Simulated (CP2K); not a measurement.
The system is MoS2.

```
Mo S
1.0
     6.41491    0.00000    0.00000
     5.63659    3.06265    0.00000
     5.63659    1.43243    2.70702
Mo S
1 2
Cartesian
  0.0000 0.0000 0.0000
  7.3759 1.8744 1.1288
  4.4220 1.1238 0.6768
```

Measurements of this composition are mostly on another form, of space group No. 194.

Base run:

* Program: CP2K 2026.2
* Functional: r2SCAN
* Dispersion: D3(BJ)+ATM
* Potentials or basis: POTENTIAL_UZH Mo GTH-SCAN-q14, S GTH-SCAN-q6; TZVP-MOLOPT-SCAN-GTH basis
* Density cutoff: 9184 eV
* k mesh: 10 × 10 × 10
* Occupations: fermi-dirac, width 0.05 eV
* Spin: no spin polarisation

Its results: band gap on the k mesh 1.08 eV, indirect (least direct gap 2.11 eV); pressure 4.2 GPa; largest force 0.578 eV/Å.

Task: The run is repeated on the same cell with these changes: dispersion from D3(BJ)+ATM to none. What comes out?

Result: Band gap on the k mesh 1.08 eV, indirect (least direct gap 2.11 eV); pressure 5.6 GPa; largest force 0.573 eV/Å.

Dispersion adds attraction, which lowers the pressure at fixed volume and, as a term added to the energy, leaves the levels alone.

Caveats: the basis of atomic orbitals isn't converged, which shifts pressures, moduli and gaps.

A k mesh can miss the band edges.
